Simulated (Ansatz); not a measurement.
Born–Oppenheimer molecular dynamics of a periodic cell of 24 atoms, MoS₂ (start crystal MoS2, start structure P6_3/mmc, volume 1.05 times the crystal's). It goes on from the last frame of an earlier run, with new velocities.

The calculation used Ansatz, DFT PBE, scalar-relativistic, plane waves, PAW. Settings: accuracy low, PAW set soft_1, cutoff 420 eV, k mesh 2x2x1, fermi-dirac smearing 0.17 eV, no spin polarisation.

```
ensemble             : NVT, Langevin thermostat
time step            : 2 fs
steps asked          : 260
set temperature      : 1600 K
friction             : 0.02 /fs
temperature schedule : 195 steps to 300 K, then 65 steps to 300 K
seed                 : 95069
```

Frames 2 fs apart, positions in Å.

Velocities at 20 fs (Å/ps):

```
Mo 2.81 -1.01 0.52
Mo -0.24 -1.64 2.70
S 4.70 2.25 10.17
S 0.22 11.56 -2.03
S -1.13 -1.88 1.10
S 10.43 -0.97 2.00
Mo -5.84 -0.72 4.92
Mo -2.91 -4.76 -0.97
S -5.26 2.15 -2.66
S -0.87 7.17 -10.74
S -0.17 1.63 11.14
S 9.27 -9.29 6.87
Mo -8.05 1.12 -3.08
Mo 2.66 -4.77 2.98
S 4.24 3.69 -4.24
S -0.09 0.97 -7.60
S -0.75 16.03 5.37
S 3.66 -8.96 8.01
Mo -2.46 4.49 -4.71
Mo 3.36 1.24 -6.87
S 3.32 -3.38 0.05
S 2.82 3.37 0.74
S -6.06 2.61 3.63
S -3.14 -7.22 -7.54
```

```xyz
24
Lattice="-3.1915 -5.5278 0.0000 4.7872 -2.7639 0.0000 0.0000 0.0000 12.7354" Properties=species:S:1:pos:R:3 time_fs=20 energy_less_start_eV=0.821 T=1450
Mo 0.122 -3.814 3.768
Mo 1.304 -4.571 9.918
S -0.458 -4.013 8.239
S 1.847 -4.316 1.900
S -0.011 -4.016 11.567
S 1.946 -4.719 5.261
Mo 3.407 -3.693 3.567
Mo -0.322 -2.051 10.034
S 2.827 -3.926 8.367
S 0.203 -2.103 1.974
S 2.813 -3.625 11.643
S 0.083 -1.896 5.097
Mo 1.925 -0.884 3.474
Mo 3.175 -2.171 9.918
S 1.303 -1.247 8.560
S 3.377 -2.104 1.940
S 1.332 -1.024 11.480
S 3.258 -1.921 5.296
Mo 1.745 -6.654 3.681
Mo -1.811 -4.608 9.864
S 1.252 -6.514 8.067
S -1.474 -4.641 2.198
S 1.427 -6.507 11.574
S -1.477 -4.815 5.204
24
Lattice="-3.1915 -5.5278 0.0000 4.7872 -2.7639 0.0000 0.0000 0.0000 12.7354" Properties=species:S:1:pos:R:3 time_fs=22 energy_less_start_eV=0.910 T=1366
Mo 0.128 -3.817 3.769
Mo 1.305 -4.575 9.923
S -0.450 -4.009 8.257
S 1.845 -4.297 1.898
S -0.016 -4.017 11.568
S 1.962 -4.722 5.264
Mo 3.393 -3.694 3.576
Mo -0.327 -2.060 10.032
S 2.820 -3.922 8.363
S 0.202 -2.089 1.956
S 2.815 -3.625 11.668
S 0.103 -1.915 5.110
Mo 1.909 -0.881 3.470
Mo 3.180 -2.180 9.924
S 1.311 -1.238 8.552
S 3.376 -2.098 1.925
S 1.332 -0.991 11.493
S 3.263 -1.936 5.314
Mo 1.741 -6.644 3.671
Mo -1.804 -4.606 9.851
S 1.258 -6.523 8.073
S -1.466 -4.633 2.196
S 1.418 -6.503 11.580
S -1.483 -4.831 5.191
24
Lattice="-3.1915 -5.5278 0.0000 4.7872 -2.7639 0.0000 0.0000 0.0000 12.7354" Properties=species:S:1:pos:R:3 time_fs=24 energy_less_start_eV=0.914 T=1472
Mo 0.135 -3.823 3.772
Mo 1.307 -4.581 9.927
S -0.441 -4.004 8.272
S 1.843 -4.282 1.899
S -0.026 -4.017 11.572
S 1.970 -4.724 5.264
Mo 3.378 -3.695 3.583
Mo -0.333 -2.068 10.030
S 2.819 -3.917 8.360
S 0.201 -2.075 1.941
S 2.817 -3.629 11.694
S 0.121 -1.931 5.125
Mo 1.891 -0.878 3.468
Mo 3.183 -2.190 9.931
S 1.316 -1.225 8.544
S 3.371 -2.086 1.912
S 1.332 -0.959 11.510
S 3.267 -1.948 5.330
Mo 1.737 -6.633 3.662
Mo -1.797 -4.604 9.840
S 1.265 -6.532 8.087
S -1.454 -4.623 2.190
S 1.411 -6.499 11.584
S -1.486 -4.848 5.179
24
Lattice="-3.1915 -5.5278 0.0000 4.7872 -2.7639 0.0000 0.0000 0.0000 12.7354" Properties=species:S:1:pos:R:3 time_fs=26 energy_less_start_eV=0.836 T=1597
Mo 0.141 -3.829 3.777
Mo 1.308 -4.589 9.930
S -0.427 -3.996 8.285
S 1.840 -4.268 1.903
S -0.040 -4.012 11.576
S 1.973 -4.724 5.262
Mo 3.360 -3.698 3.593
Mo -0.338 -2.076 10.027
S 2.823 -3.913 8.356
S 0.203 -2.060 1.925
S 2.821 -3.636 11.717
S 0.142 -1.947 5.144
Mo 1.874 -0.876 3.468
Mo 3.182 -2.198 9.937
S 1.317 -1.208 8.537
S 3.365 -2.068 1.903
S 1.329 -0.927 11.528
S 3.276 -1.962 5.341
Mo 1.732 -6.620 3.652
Mo -1.793 -4.605 9.831
S 1.273 -6.538 8.107
S -1.444 -4.611 2.178
S 1.405 -6.496 11.587
S -1.484 -4.864 5.170
24
Lattice="-3.1915 -5.5278 0.0000 4.7872 -2.7639 0.0000 0.0000 0.0000 12.7354" Properties=species:S:1:pos:R:3 time_fs=28 energy_less_start_eV=0.705 T=1594
Mo 0.146 -3.835 3.782
Mo 1.307 -4.597 9.931
S -0.409 -3.989 8.296
S 1.836 -4.257 1.903
S -0.058 -4.004 11.582
S 1.972 -4.725 5.260
Mo 3.343 -3.702 3.603
Mo -0.344 -2.083 10.021
S 2.833 -3.905 8.349
S 0.207 -2.040 1.912
S 2.821 -3.641 11.737
S 0.166 -1.961 5.167
Mo 1.860 -0.877 3.469
Mo 3.178 -2.203 9.943
S 1.322 -1.186 8.532
S 3.361 -2.049 1.898
S 1.322 -0.896 11.542
S 3.286 -1.974 5.348
Mo 1.729 -6.609 3.641
Mo -1.792 -4.609 9.821
S 1.280 -6.542 8.132
S -1.439 -4.598 2.159
S 1.401 -6.495 11.590
S -1.482 -4.880 5.159
24
Lattice="-3.1915 -5.5278 0.0000 4.7872 -2.7639 0.0000 0.0000 0.0000 12.7354" Properties=species:S:1:pos:R:3 time_fs=30 energy_less_start_eV=0.556 T=1639
Mo 0.150 -3.842 3.784
Mo 1.307 -4.606 9.929
S -0.393 -3.980 8.306
S 1.831 -4.253 1.897
S -0.078 -3.993 11.590
S 1.968 -4.726 5.262
Mo 3.326 -3.707 3.613
Mo -0.353 -2.090 10.015
S 2.853 -3.898 8.339
S 0.214 -2.021 1.901
S 2.821 -3.643 11.753
S 0.191 -1.973 5.192
Mo 1.849 -0.879 3.472
Mo 3.172 -2.206 9.949
S 1.333 -1.165 8.524
S 3.357 -2.031 1.895
S 1.314 -0.869 11.554
S 3.296 -1.984 5.352
Mo 1.727 -6.598 3.629
Mo -1.794 -4.613 9.810
S 1.286 -6.546 8.159
S -1.437 -4.581 2.136
S 1.399 -6.500 11.590
S -1.477 -4.893 5.147
24
Lattice="-3.1915 -5.5278 0.0000 4.7872 -2.7639 0.0000 0.0000 0.0000 12.7354" Properties=species:S:1:pos:R:3 time_fs=32 energy_less_start_eV=0.389 T=1678
Mo 0.155 -3.847 3.787
Mo 1.307 -4.615 9.927
S -0.376 -3.965 8.318
S 1.826 -4.252 1.889
S -0.094 -3.979 11.600
S 1.961 -4.726 5.265
Mo 3.311 -3.712 3.623
Mo -0.360 -2.095 10.010
S 2.875 -3.892 8.328
S 0.221 -2.004 1.894
S 2.820 -3.645 11.766
S 0.214 -1.983 5.221
Mo 1.836 -0.882 3.473
Mo 3.165 -2.205 9.956
S 1.348 -1.143 8.511
S 3.357 -2.010 1.899
S 1.304 -0.847 11.567
S 3.304 -1.992 5.350
Mo 1.726 -6.587 3.617
Mo -1.798 -4.620 9.801
S 1.294 -6.551 8.188
S -1.432 -4.563 2.113
S 1.394 -6.504 11.585
S -1.472 -4.901 5.141
24
Lattice="-3.1915 -5.5278 0.0000 4.7872 -2.7639 0.0000 0.0000 0.0000 12.7354" Properties=species:S:1:pos:R:3 time_fs=34 energy_less_start_eV=0.199 T=1844
Mo 0.162 -3.853 3.788
Mo 1.306 -4.625 9.923
S -0.354 -3.948 8.329
S 1.822 -4.252 1.883
S -0.108 -3.964 11.612
S 1.952 -4.725 5.265
Mo 3.295 -3.716 3.634
Mo -0.366 -2.101 10.004
S 2.899 -3.882 8.316
S 0.226 -1.990 1.889
S 2.817 -3.653 11.777
S 0.237 -1.990 5.248
Mo 1.823 -0.887 3.473
Mo 3.157 -2.201 9.963
S 1.368 -1.119 8.496
S 3.365 -1.989 1.911
S 1.294 -0.830 11.576
S 3.308 -2.001 5.344
Mo 1.728 -6.574 3.607
Mo -1.807 -4.628 9.793
S 1.300 -6.558 8.216
S -1.422 -4.545 2.091
S 1.388 -6.510 11.574
S -1.466 -4.908 5.136
24
Lattice="-3.1915 -5.5278 0.0000 4.7872 -2.7639 0.0000 0.0000 0.0000 12.7354" Properties=species:S:1:pos:R:3 time_fs=36 energy_less_start_eV=-0.011 T=1874
Mo 0.171 -3.861 3.789
Mo 1.308 -4.633 9.917
S -0.326 -3.929 8.339
S 1.817 -4.255 1.880
S -0.125 -3.944 11.623
S 1.944 -4.718 5.263
Mo 3.280 -3.720 3.643
Mo -0.370 -2.106 9.999
S 2.925 -3.869 8.305
S 0.231 -1.981 1.885
S 2.815 -3.666 11.783
S 0.258 -1.996 5.267
Mo 1.810 -0.894 3.473
Mo 3.148 -2.194 9.970
S 1.388 -1.094 8.480
S 3.375 -1.966 1.925
S 1.289 -0.816 11.578
S 3.308 -2.012 5.336
Mo 1.730 -6.558 3.599
Mo -1.817 -4.636 9.786
S 1.307 -6.565 8.241
S -1.409 -4.527 2.069
S 1.382 -6.518 11.559
S -1.464 -4.912 5.129
```

Of the whole run (520 fs, mean temperature of the second half 532 K): The schedule's set-point averaged 409 K over the second half and the system 532 K, so it lags behind the ramp. A run of 0.52 ps of so small a system gives no equilibrium averages. Limits of this set-up: coarse k mesh, low accuracy level.

The run took 40 min on 2 threads of Arm Neoverse V1, with other jobs on the host, peak memory 1.2 GiB.
